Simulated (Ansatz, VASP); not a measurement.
# LaBi: VASP beside Ansatz

One calculation is typed for both programs; each brings its own data sets and cutoff. How far apart do they land?

Main program and level: Ansatz 0.2.0; plane waves, with VASP 6.6.1 beside it; relaxation of cell and atoms at PBEsol.

The database entry behind the starting cell differs from later determinations by our own check (about 0.2 % short), so it need not match the best structure at ambient conditions.

**1. Starting point**

It takes space group Fm-3m (No. 225, cubic). Conventional cell: a = 6.565 Å, b = 6.565 Å, c = 6.565 Å, α = 90.00°, β = 90.00°, γ = 90.00°. Nearest to La lie 6 Bi at 3.28 Å. Nearest to Bi lie 6 La at 3.28 Å. Farther neighbours are not listed.

**2. VASP: relaxation of cell and atoms, PBEsol**

The relaxed volume is the usual yardstick between codes: its relative difference is about their pressure difference at one cell divided by the bulk modulus.

Lines of VASP's logs that name or quote its potential files are left out, and so is its time.

File INCAR:

```
SYSTEM = LaBi
PREC = Accurate
ENCUT = 520
EDIFF = 1E-06
NELM = 100
ISMEAR = -1
SIGMA = 0.05
LREAL = .FALSE.
ALGO = Normal
GGA = PS
NBANDS = 19
LORBIT = 11
LWAVE = .FALSE.
LCHARG = .FALSE.
KPAR = 2
IBRION = 2
NSW = 60
ISIF = 3
EDIFFG = -0.01
```

File POSCAR:

```
LaBi
1.0
    0.0000000000      3.2825000000      3.2825000000
    3.2825000000      0.0000000000      3.2825000000
    3.2825000000      3.2825000000      0.0000000000
La Bi
1 1
Direct
    0.0000000000      0.0000000000      0.0000000000
    0.5000000000      0.5000000000      0.5000000000
```

File KPOINTS:

```
Automatic mesh
0
Gamma
7 7 7
0 0 0
```

The projector-augmented-wave data sets are La and Bi_d (PBE family, release 64).

On the command line:

```
> mpirun -np 2 vasp_std
```

Numbers of over 12 decimals in the logs are rounded to 6 here.

Output:

```text
[banner, memory and clock lines left out]
running    2 mpi-ranks, on    1 nodes
 distrk:  each k-point on    1 cores,    2 groups
 distr:  one band on    1 cores,    1 groups

 POSCAR found type information on POSCAR LaBi
 POSCAR found :  2 types and       2 ions
|                                                                             |
|               ----> ADVICE to this user running VASP <----                  |
|                                                                             |
|     You enforced a specific xc type in the INCAR file but a different       |
|     [... a line on the potential file left out ...]
|     I HOPE YOU KNOW WHAT YOU ARE DOING!                                     |
|                                                                             |

 LDA part: xc-table for (Slater+PW92), standard interpolation
 POSCAR, INCAR and KPOINTS ok, starting setup
 FFT: planning ... GRIDC
 FFT: planning ... GRID_SOFT
 FFT: planning ... GRID
 WAVECAR not read
 entering main loop
       N       E                     dE             d eps       ncg     rms          rms(c)
DAV:   1     0.275479125949E+03    0.27548E+03   -0.11608E+04   760   0.195E+03
DAV:   2     0.183659687359E+02   -0.25711E+03   -0.25071E+03   968   0.365E+02
DAV:   3    -0.982728384347E+01   -0.28193E+02   -0.27723E+02  1003   0.164E+02
DAV:   4    -0.117595734505E+02   -0.19323E+01   -0.17280E+01  1434   0.351E+01
DAV:   5    -0.118518734495E+02   -0.92300E-01   -0.92261E-01  1128   0.574E+00    0.276E+00
DAV:   6    -0.117971723744E+02    0.54701E-01   -0.15853E-01  1482   0.298E+00    0.156E+00
DAV:   7    -0.117740102889E+02    0.23162E-01   -0.66457E-02  1232   0.264E+00    0.380E-01
DAV:   8    -0.117754395189E+02   -0.14292E-02   -0.46330E-03  1317   0.494E-01    0.213E-01
DAV:   9    -0.117766089471E+02   -0.11694E-02   -0.43944E-03  1176   0.429E-01    0.571E-02
DAV:  10    -0.117768367466E+02   -0.22780E-03   -0.84970E-04  1426   0.158E-01    0.445E-02
DAV:  11    -0.117769435841E+02   -0.10684E-03   -0.41786E-04  1112   0.965E-02    0.186E-02
DAV:  12    -0.117769655105E+02   -0.21926E-04   -0.22952E-04  1424   0.707E-02    0.519E-03
DAV:  13    -0.117769653959E+02    0.11455E-06   -0.95769E-06  1144   0.194E-02
   1 F= -.11776965E+02 E0= -.11775634E+02  d E =-.117770E+02
 curvature:   0.00 expect dE= 0.000E+00 dE for cont linesearch  0.000E+00
 trial: gam= 0.00000 g(F)=  0.466E-60 g(S)=  0.101E-02 ort = 0.000E+00 (trialstep = 0.100E+01)
 search vector abs. value=  0.101E-02
 bond charge predicted
       N       E                     dE             d eps       ncg     rms          rms(c)
DAV:   1    -0.117964004289E+02   -0.19435E-01   -0.55352E-01  1089   0.915E+00    0.706E-01
DAV:   2    -0.117799919342E+02    0.16408E-01   -0.39570E-02  1222   0.274E+00    0.279E-01
DAV:   3    -0.117770699245E+02    0.29220E-02   -0.14066E-02  1178   0.145E+00    0.321E-02
DAV:   4    -0.117770972751E+02   -0.27351E-04   -0.57019E-04  1311   0.232E-01    0.242E-02
DAV:   5    -0.117771073877E+02   -0.10113E-04   -0.11087E-04  1337   0.860E-02    0.126E-02
DAV:   6    -0.117771153340E+02   -0.79463E-05   -0.27754E-05  1335   0.351E-02    0.692E-03
DAV:   7    -0.117771196661E+02   -0.43321E-05   -0.11735E-05  1431   0.255E-02    0.405E-03
DAV:   8    -0.117771194963E+02    0.16978E-06   -0.18225E-06   996   0.976E-03
   2 F= -.11777119E+02 E0= -.11775770E+02  d E =-.154100E-03
 trial-energy change:   -0.000154  1 .order   -0.000117   -0.001013    0.000779
 step:   0.5952(harm=  0.5654)  dis= 0.00000  next Energy=   -11.777275 (dE=-0.309E-03)
 bond charge predicted
       N       E                     dE             d eps       ncg     rms          rms(c)
DAV:   1    -0.117804230940E+02   -0.33034E-02   -0.91050E-02  1092   0.375E+00    0.285E-01
DAV:   2    -0.117777482523E+02    0.26748E-02   -0.65132E-03  1242   0.112E+00    0.112E-01
DAV:   3    -0.117772693387E+02    0.47891E-03   -0.22586E-03  1152   0.587E-01    0.125E-02
DAV:   4    -0.117772696678E+02   -0.32906E-06   -0.84047E-05  1271   0.900E-02    0.963E-03
DAV:   5    -0.117772669889E+02    0.26788E-05   -0.21403E-05  1222   0.376E-02    0.486E-03
DAV:   6    -0.117772654115E+02    0.15775E-05   -0.46115E-06  1018   0.165E-02    0.275E-03
DAV:   7    -0.117772645703E+02    0.84118E-06   -0.18715E-06   844   0.124E-02
   3 F= -.11777265E+02 E0= -.11775924E+02  d E =-.299174E-03
 curvature:  -0.28 expect dE=-0.679E-06 dE for cont linesearch -0.679E-06
 trial: gam= 0.00000 g(F)=  0.726E-58 g(S)=  0.242E-05 ort =-0.495E-04 (trialstep = 0.919E+00)
 search vector abs. value=  0.242E-05
 reached required accuracy - stopping structural energy minimisation
```

Parts of OUTCAR (step 2):

```text
ion  position               nearest neighbor table
   1  0.000  0.000  0.000-   2 3.28   2 3.28   2 3.28   2 3.28   2 3.28   2 3.28
   2  0.500  0.500  0.500-   1 3.28   1 3.28   1 3.28   1 3.28   1 3.28   1 3.28

  LATTYP: Found a face centered cubic cell.
 ALAT       =     6.5650000000

 Subroutine GETGRP returns: Found 48 space group operations
 (whereof 48 operations were pure point group operations)

The static configuration has the point symmetry O_h .

 Found     20 irreducible k-points:

   k-points           NKPTS =     20   k-points in BZ     NKDIM =     20   number of bands    NBANDS=     19

   dimension x,y,z NGX =    36 NGY =   36 NGZ =   36
   dimension x,y,z NGXF=    72 NGYF=   72 NGZF=   72

   ENCUT  =  520.0 eV  38.22 Ry    6.18 a.u.   8.63  8.63  8.63*2*pi/ulx,y,z

   NELECT =      26.0000    total number of electrons

 k-points in reciprocal lattice and weights: Automatic mesh
   0.00000000  0.00000000  0.00000000       0.003
   0.14285714  0.00000000  0.00000000       0.023
   0.28571429  0.00000000  0.00000000       0.023
   0.42857143  0.00000000  0.00000000       0.023
   0.14285714  0.14285714  0.00000000       0.017
   0.28571429  0.14285714  0.00000000       0.070
   0.42857143  0.14285714  0.00000000       0.070
  -0.42857143  0.14285714  0.00000000       0.070
  -0.28571429  0.14285714  0.00000000       0.070
[...]
-0.42857143  0.42857143  0.14285714       0.070
  -0.28571429  0.42857143  0.14285714       0.070

 average (electrostatic) potential at core
       1 -97.2075       2-102.6173

 E-fermi :   6.8060

 k-point     1 :       0.0000    0.0000    0.0000
  band No.  band energies     occupation
    ...
      6     -14.7189      2.00000
      7      -9.4479      2.00000
      8      -9.4479      2.00000
      9      -9.4479      2.00000
     10      -3.6571      2.00000
     11       7.1324      0.00292
     12       7.1324      0.00292
     13       7.1324      0.00292
     14       8.0596      0.00000
     15       8.0596      0.00000
    ...

 k-point     2 :       0.1429    0.0000    0.0000
  band No.  band energies     occupation
    ...
      9      -9.4406      2.00000
     10      -3.4683      2.00000
     11       5.9897      2.00000
     12       6.5126      1.99436
     13       6.5126      1.99436
     14       8.0987      0.00000
     15       8.2750      0.00000
     16       8.2750      0.00000
     17       8.8875      0.00000
     18       8.9792      0.00000
    ...

 k-point     3 :       0.2857    0.0000    0.0000
  band No.  band energies     occupation
    ...
      9      -9.4242      2.00000
     10      -3.0259      2.00000
     11       4.5287      2.00000
     12       5.7029      2.00000
     13       5.7029      2.00000
     14       8.2340      0.00000
     15       8.6532      0.00000
     16       8.6532      0.00000
     17       9.0235      0.00000
     18       9.0236      0.00000
    ...

  Total        0.0057771      0.0057771      0.0057771     -0.0000000     -0.0000000      0.0000000
  in kB        0.1315190      0.1315190      0.1315190     -0.0000000     -0.0000000      0.0000000
  external PRESSURE =       0.1315190 kB  Pullay stress =       0.0000000 kB

  energy-cutoff  :      520.00
  volume of cell :       70.38
      direct lattice vectors                 reciprocal lattice vectors
     0.000000000  3.276923372  3.276923372    -0.152582146  0.152582146  0.152582146
     3.276923372  0.000000000  3.276923372     0.152582146 -0.152582146  0.152582146
     3.276923372  3.276923372 -0.000000000     0.152582146  0.152582146 -0.152582146

 POSITION                                       TOTAL-FORCE (eV/Angst)
 -----------------------------------------------------------------------------------
      0.00000      0.00000      0.00000         0.000000      0.000000     -0.000000
      3.27692      3.27692      3.27692        -0.000000     -0.000000      0.000000
 -----------------------------------------------------------------------------------
    total drift:                                0.000000      0.000000      0.000000

  FREE ENERGIE OF THE ION-ELECTRON SYSTEM (eV)
  ---------------------------------------------------
  free  energy   TOTEN  =       -11.7772645703 eV

  energy  without entropy=      -11.7745833710  energy(sigma->0) =      -11.77592397

 reached required accuracy - stopping structural energy minimisation

 total charge
# of ion       s       p       d       f       tot
--------------------------------------------------
    1        2.028   5.629   0.703   0.121   8.481
    2        1.433   1.728   9.881   0.000  13.042
--------------------------------------------------
tot          3.462   7.357  10.584   0.121  21.523

[... 3 further parts left out ...]
```

CONTCAR:

```
LaBi
   1.00000000000000
     0.0000000000000000    3.2769233723082904    3.2769233723082904
     3.2769233723082904    0.0000000000000000    3.2769233723082904
     3.2769233723082904    3.2769233723082904   -0.0000000000000000
  La              Bi
     1     1
Direct
     0.0000000000000000    0.0000000000000000    0.0000000000000000
     0.5000000000000000    0.5000000000000000    0.5000000000000000
```

**3. Ansatz: relaxation of cell and atoms, PBEsol**

Ansatz runs on its default PAW (the set named soft_2) files.

The same cell, functional, mesh and smearing now go to Ansatz, which takes its cutoff from its data sets.

File input.yaml:

```yaml
crystal:
  lattice:
    - [0.0, 3.2825, 3.2825]
    - [3.2825, 0.0, 3.2825]
    - [3.2825, 3.2825, 0.0]
  atoms:
    - { symbol: La, position: [0.0, 0.0, 0.0] }
    - { symbol: Bi, position: [0.5, 0.5, 0.5] }
hamiltonian:
  xc: pbesol
  pseudopotentials: { kind: paw }
kpoints:
  mp_grid: { grid: [7, 7, 7] }
scf:
  occupations: { method: fermi_dirac, width: 0.05 }
relax:
  f_tol: 0.01
  max_steps: 60
  cell: { stress_tol: 0.05 }
output:
  forces: true
  stress: true
```

On the command line:

```
> ansatz run input.yaml --threads 4 --pin off --max-ram 9216MiB --backend cpu --events-out ev --progress --plain --runs-dir out
```

Output:

```text
Engine: ansatz 0.2.0, aarch64-unknown-linux-gnu
Pseudopotentials: kind: paw
Pseudopotential: La, paw, valence charge 11, recommended cutoff 420 eV (normal), La.paw.azcp
Pseudopotential: Bi, paw, valence charge 15, recommended cutoff 420 eV (normal), Bi.paw.azcp
Functional definition: PBEsol
  exchange = pbesol_x
  correlation = pbesol_c
Crystal: 2 atoms, lattice volume = 70.737 Å³
Basis set: ecut = 420 eV, 1411 PW (Γ), exchange–correlation on 64×64×64 points (8 copies of the dense FFT grid, shifted against one another)
Bands: 17, of which v1, the nominal top of the filled ones, is band 13 counted from 1 (12 counted from 0)
Symmetry: 48 space group operations
Space group: Fm-3m (ITA 225), of the structure as read, at distance tolerance 4.1e-5 Å
k-points: 20 of 343
Non-local potential: La, projectors of the file, l = 0: 3, l = 1: 2, l = 2: 2, l = 3: 3
Non-local potential: Bi, projectors of the file, l = 0: 2, l = 1: 2, l = 2: 2, l = 3: 2
PAW form: soft (Blöchl's): semilocal exchange-correlation on the pseudo side does not see the compensation charge
PAW frozen core: La, regenerated for the run's functional, and the local potential with it (the file was generated under x = pbe(κ = 0.804, μ = 0.219515), c = pbe(β = 0.066725))
PAW frozen core: Bi, regenerated for the run's functional, and the local potential with it (the file was generated under x = pbe(κ = 0.804, μ = 0.219515), c = pbe(β = 0.066725))
PAW one-centre angular grid: La, 590 points (default); XC on 64 Gauss nodes
PAW one-centre angular grid: Bi, 590 points (default); XC on 64 Gauss nodes
Initial density: superposition of atomic densities (neutral atoms: chi_scale 0, normalization atom), corrected by the library's trained network
Initial wavefunctions: pseudopotential atomic-orbital guess
Functional: x = pbesol(κ = 0.804, μ = 0.123457), c = pbesol(β = 0.046)
SCF iter   1: F=—  HF=-18405.400971 eV  |F-HF|=—  |Δ(HF+E_count)|=         —  Δρ=1.79e-3  dr2=3.75e-3  ethr=1.77e-3  ⟨swp⟩=4.2  Hψ=1427  notcnv=0
preconditioner: auto → none  [insulator: Δε(μ)=0.246 eV  Ē_g=16.026 eV  σ=0.050 eV  W_gap=0.74  n_scr=14 (ndim 8)  ℏωp=21.6 eV  f_vac=0.000  D(μ)=0.31/eV (n_scr^D=0)  ε∞_Penn≈2.8]
SCF iter   2: F=—  HF=-18405.400801 eV  |F-HF|=—  |Δ(HF+E_count)|=   1.70e-4  Δρ=9.19e-4  dr2=8.05e-4  ethr=1.44e-5  ⟨swp⟩=2.1  Hψ=842  notcnv=0
SCF iter   3: F=—  HF=-18405.400693 eV  |F-HF|=—  |Δ(HF+E_count)|=   1.08e-4  Δρ=3.98e-4  dr2=9.73e-5  ethr=3.10e-6  ⟨swp⟩=3.0  Hψ=687  notcnv=0
SCF iter   4: F=—  HF=-18405.400676 eV  |F-HF|=—  |Δ(HF+E_count)|=   1.71e-5  Δρ=1.78e-4  dr2=1.73e-5  ethr=3.74e-7  ⟨swp⟩=2.9  Hψ=581  notcnv=0
SCF iter   5: F=—  HF=-18405.400681 eV  |F-HF|=—  |Δ(HF+E_count)|=   5.27e-6  Δρ=4.22e-5  dr2=8.67e-7  ethr=6.66e-8  ⟨swp⟩=2.5  Hψ=510  notcnv=0
SCF iter   6: F=-18405.400682 eV  HF=-18405.400682 eV  |F-HF|=6.44e-9  |Δ(HF+E_count)|=   5.25e-7  Δρ=6.20e-6  dr2=3.02e-8  ethr=3.85e-10  ⟨swp⟩=4.0  Hψ=1677  notcnv=0
SCF 1 converged in 6 iterations: F = -18405.400682 eV  dr2 = 3.02e-8
  greatest PAW one-centre occupation: 0.986 electrons in one spin orbital (limit 2), on the Bi atom at site 1 (counted from 0), in its partial waves of l = 2
relax step   1: F+E_penalty+E_count = -18405.40068182 eV  Δ(F+E_penalty+E_count) = +0.000e0 eV  max|allowed force component| = 6.416e-29 eV/Å  Δτ_max = 0.0000 Å  P = -0.169 GPa  Ω = 70.737 Å³  (6 SCF iters, dr2 threshold 1.00e-7 eV, accepted)
[...]
relax step   2: F+E_penalty+E_count = -18405.40078718 eV  Δ(F+E_penalty+E_count) = -1.054e-4 eV  max|allowed force component| = 2.173e-29 eV/Å  Δτ_max = 0.0000 Å  P = +0.102 GPa  Ω = 70.373 Å³  energy of the carried Pulay correction = +2.799e-5 eV  (4 SCF iters, dr2 threshold 7.18e-8 eV, accepted)
[...]
relax step   3: F+E_penalty+E_count = -18405.40081998 eV  Δ(F+E_penalty+E_count) = -3.280e-5 eV  max|allowed force component| = 4.178e-29 eV/Å  Δτ_max = 0.0000 Å  P = -0.000 GPa  Ω = 70.510 Å³  energy of the carried Pulay correction = +1.747e-5 eV  (4 SCF iters, dr2 threshold 2.62e-8 eV, accepted)
[...]
relax step   4: F+E_penalty+E_count = -18405.40080709 eV  Δ(F+E_penalty+E_count) = +1.289e-5 eV  max|allowed force component| = 1.892e-29 eV/Å  Δτ_max = 0.0000 Å  P = -0.001 GPa  Ω = 70.510 Å³  stress off target by 5.32e-4 GPa  SCF on the basis re-selected at this cell (its energy is not comparable with the rows above)  (5 SCF iters)
basis re-selected at this cell: Δ(F+E_penalty+E_count) = +1.289e-5 eV, ΔP = -0.000 GPa vs the last step (what re-selecting the basis moved, of the pressure what is left beyond the Pulay correction that the steps carried, after the strain that the cell walked since its last selection, with what the two solves' SCF thresholds leave and, on support functions, any second-order correction that the steps lacked; it is no m [...]
SCF converged after 5 iterations
Free energy (F): -18405.400807 eV
Harris-Foulkes:  -18405.400807 eV  (|F-HF|=2.18e-11)
Internal energy: -18405.398133 eV  (E = F + TS)
E sigma→0 (E₀):  -18405.399470 eV
Entropy (-TS):   -0.002674 eV (-1.337 meV/atom)
Fermi energy:    10.123493 eV
--- Per-component energies (eV) ---
  E_band       = -143.994871
  E_kinetic    = 496.317638
  E_local      = -1936.979610  (includes V_loc(G=0)·N_el)
  E_nonlocal   = 656.786236
  E_hartree    = 641.998525
  E_xc         = -288.013132
  E_vxc        = -290.855388  (∫ρ·V_xc dr)
  E_paw        = -15839.332560  (= ΣΔE_a)
  E_vpaw       = -353.260218  (= ΣTr[D̂ρ^β])
  E_aug_tail   = -0.000475  (compensation charges beyond the density's cutoff)
  E_ewald      = -2136.434016
  E_core_change = 0.259262  (= ΣΔE_core)
  E_smearing   = -0.002674  (= −TS)
  E_closure    = 0.000000  (closes the sum)
  Σ components = -18405.400807   (vs F -18405.400807, Δ=0.00e0)
--- Forces (eV/Å), atoms counted from 1 ---
  atom   1  La    -0.00000000     0.00000000     0.00000000
  atom   2  Bi     0.00000000    -0.00000000     0.00000000
  max |Σ_I F_I| component: 3.79e-29 eV/Å
--- Stress (GPa, compression-positive) ---
       -0.000532      -0.000000      -0.000000
       -0.000000      -0.000532      -0.000000
       -0.000000      -0.000000      -0.000532
  P = ⅓ Tr σ = -0.0005 GPa (-0.005 kbar)
--- Relaxed structure (3 steps of the walk, 3 accepted, 1 SCFs on fresh bases) ---
  F+E_penalty+E_count = -18405.40080709 eV   max|allowed force component| = 1.892e-29 eV/Å   (the final SCF, on the basis selected at the relaxed cell)
  cell:  # Å, volume = 70.5096 Å³
    - [0, 3.278985, 3.278985]
    - [3.278985, 0, 3.278985]
    - [3.278985, 3.278985, 0]
  atoms:
    - { symbol: La, position: [0, 0, 0] }
    - { symbol: Bi, position: [0.5, 0.5, 0.5] }
```

It took 1.6 s on 4 threads of Arm Neoverse V2, shared host; peak memory 0.54 GiB.

**4. Differences**

Known differences besides the potentials themselves: both relaxations stop at a tolerance, which leaves soft axes loose, and VASP keeps its plane-wave basis; the cutoff is 420 eV in Ansatz and 520 eV in VASP; Ansatz makes its cores anew for this functional, VASP keeps those of its PBE data sets; VASP leaves aspherical gradient terms in its spheres out (LASPH is not set), Ansatz keeps them; Ansatz adds a Pulay correction to the stress that steers its cell, VASP none. Total energies have different zeros and are not compared.

Compared:

```csv
quantity,Ansatz,VASP,difference
volume (Å³),70.51,70.38,+0.19 %
"edge a after relaxation, in the typed setting (Å)",4.637,4.634,+0.06 %
```

The walks stopped with 0.00 GPa left in Ansatz and 0.01 GPa in VASP; each walk ends within a tolerance, so the volume difference is uncertain by about these residues over the bulk modulus, most in soft cells.

**5. Summary of results**

| Property | Result |
| --- | --- |
| difference in volume (relaxation of cell and atoms, PBEsol) | 0.19 % |

What this shows: The difference in volume is 0.19 % (relaxation of cell and atoms, PBEsol), within the 1.2 % picked in this series as the mark of a large difference, as far as the stopping tolerances let one tell. How closely two codes agree says nothing of how well the functional describes the real material.

[Lines on the potential files, build, host, timing and source positions are cut from VASP's logs without a mark.]

[Logs are printed without paths, hosts, clocks, repeated set-up lines and the standing remarks that a program may print on its own settings, such as how far it seeks lower states.]

[Hosts, paths, dates, database ids (printed as entryN), source tags and the programs' standing remarks are cut or masked in the printed files.]
